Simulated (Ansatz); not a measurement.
## Structures of Zr3Si: which is lowest?

Plane-wave DFT in Ansatz with scalar-relativistic PAW potentials, cutoff 500 eV, Γ-centred meshes chosen by cell and gap, Gaussian smearing with energies taken to zero width. Every cell was relaxed (cell and atoms) in a run of its own, within the symmetry of its start. Functional: r2SCAN.

Relaxed structures (starts from databases or built by putting these elements on another compound's sites):
A. P6_3/mmc, 8 atoms in the computed cell, a = 6.098 Å, c = 4.947 Å; sites (symmetry × multiplicity) Zr mm2 × 6, Si -6m2 × 2; start: database
B. Pm-3m, 4 atoms in the computed cell, a = 4.305 Å; sites (symmetry × multiplicity) Zr 4/mm.m × 3, Si m-3m × 1; start: built

Q: Rank them by energy. Could pressure change the order?

A:
| structure | group | E − E(lowest) (meV/atom) | V (Å³/atom) | gap on mesh (eV) |
| --- | --- | --- | --- | --- |
| B | Pm-3m | 0.0 | 19.95 | 0.00 |
| A | P6_3/mmc | 7.6 | 19.92 | 0.00 |

B is lowest, 8 meV/atom under A. The two lowest differ in volume by under 3 %, too little for a first-order estimate of what pressure does to that pair (other pairs aren't weighed here); with rigid cells even 3 % in favour of the higher one would need about 2 GPa. Other structures may lie lower than all of these, and vibrations aren't counted.